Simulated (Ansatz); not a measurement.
L1₀ (CuAu-type) CoPt, treated with PBE (plane waves, PAW; Ansatz, a quantum-chemistry and plane-wave program).

Run with plane-wave cutoff 520 eV, 20×20×16 k mesh (along the axes of the cell as run), Fermi–Dirac smearing 0.05 eV, spin-polarised with parallel moments, scalar-relativistic PAW data made under PBE.

Shape and atoms are relaxed at each volume.

Pressure at four volumes; x = ln(V/13.525 Å³). One pressure is withheld.

```csv
V (Å³/atom),x,P (GPa)
12.984,-0.0408,?
13.254,-0.0202,4.61
13.525,0.0000,0.00
14.066,0.0392,-7.72
```

**Question.** Pass a parabola P(x) through the three rows shown, estimate the bulk modulus and its pressure derivative near zero pressure, and predict the withheld pressure.

**Answer.** Slopes between the rows: (0.00 − (4.61))/(0.0000 − (-0.0202)) = -228.22 and (-7.72 − (0.00))/(0.0392 − (0.0000)) = -196.94 GPa. Their difference over the span 0.0594 is c = 31.28/0.0594 = 526.6 GPa, so P(x) = 4.61 + (-228.22)(x − (-0.0202)) + 526.6 (x − (-0.0202))(x − (0.0000)). At the middle row B = −dP/dx = −[-228.22 + 526.6 × 0.0202] = 217.6 GPa, and B′ = dB/dP = 2c/B = 4.8. At x = -0.0408 the parabola gives 9.75 GPa; the run gives 9.81 GPa. The Birch–Murnaghan fit to the energies at all volumes has B0 = 217 GPa and B′ = 5.0.

Note: the bulk modulus comes from volumes at which shape and atoms were relaxed.

Spin–orbit coupling is not included.
